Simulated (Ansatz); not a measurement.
**Turning moments in Co (Fm-3m)**

The source of the geometry is a structure as deposited in COD, repeated to hold the magnetic orders; atoms and cell stay fixed.

Settings: PBE, 14×14×5 k mesh, Fermi–Dirac smearing of 0.08 eV. PAW means Ansatz 0.2.0 on its default frozen-core files. Site moments are integrated in spheres about the atoms.

The reference run was typed so:

```yaml
crystal:
  lattice:
    - [0.0, -1.7721, 1.7721]
    - [0.0, 1.7721, 1.7721]
    - [-7.0884, 0.0, 0.0]
  atoms:
    - { symbol: Co, position: [0.0, 0.0, 0.0], spin: 1.7, spin_axis: [0.0, 0.0, 1.0] }
    - { symbol: Co, position: [0.0, 0.0, 0.5], spin: 1.7, spin_axis: [0.0, 0.0, 1.0] }
    - { symbol: Co, position: [0.5, 0.5, 0.25], spin: 1.7, spin_axis: [0.0, 0.0, 1.0] }
    - { symbol: Co, position: [0.5, 0.5, 0.75], spin: 1.7, spin_axis: [0.0, 0.0, 1.0] }
magnetization:
  noncollinear: true
kpoints:
  mp_grid: { grid: [14, 14, 5] }
scf:
  occupations: { method: fermi_dirac, width: 0.08 }
  lower_state_search: "off"
hamiltonian:
  xc: pbe
  pseudopotentials: { kind: paw }
output:
  eigenvalues: false
  write_density: true
  write_potential: true
  elf: true
  volumetric_format: npy
```

Command: `ansatz run input.yaml --threads 2 --pin off --max-ram 6144MiB --backend cpu --events-out ev --progress --plain --runs-dir out`

The input for «start Co1↑ Co2↑ Co3↑ Co4↓ on spinors» by PAW differs from it in these lines, output keys apart:

```diff
-    - { symbol: Co, position: [0.5, 0.5, 0.75], spin: 1.7, spin_axis: [0.0, 0.0, 1.0] }
+    - { symbol: Co, position: [0.5, 0.5, 0.75], spin: 1.7, spin_axis: [0.0, 0.0, -1.0] }
```

The runs use spinors without spin–orbit coupling, and in-plane angles count from x. Energies count from the run that starts parallel.

```json
{"state": "parallel moments on spinors", "ΔF PAW (meV/atom)": "0.0", "largest moment, PAW (μB)": "1.74", "size of M, PAW (μB/cell)": "6.69", "directions kept": "yes"}
{"state": "in-plane start at Co1 0°, Co2 180°, Co3 270°, Co4 90°", "ΔF PAW (meV/atom)": "?", "largest moment, PAW (μB)": "?", "size of M, PAW (μB/cell)": "0.00", "directions kept": "yes"}
{"state": "start Co1↑ Co2↑ Co3↑ Co4↓ on spinors", "ΔF PAW (meV/atom)": "0.0", "largest moment, PAW (μB)": "1.74", "size of M, PAW (μB/cell)": "6.69", "directions kept": "no"}
```

Fill in "ΔF PAW (meV/atom)" for the row "in-plane start at Co1 0°, Co2 180°, Co3 270°, Co4 90°".

+137.2.

Fill in "largest moment, PAW (μB)" for the row "in-plane start at Co1 0°, Co2 180°, Co3 270°, Co4 90°".

1.39.

For the state «start Co1↑ Co2↑ Co3↑ Co4↓ on spinors», by PAW: Site moments (μB): Co1 (0.00, 0.00, 1.74); Co2 (0.00, 0.00, 1.74); Co3 (0.00, 0.00, 1.74); Co4 (0.00, 0.00, 1.74). Cell moment 6.69 μB.

The Ansatz runs typed with the search for lower states off end where their start leads. The magnetic state is the one that this cell and start allow. It needn't be the compound's measured order, which may need a larger cell or be absent.
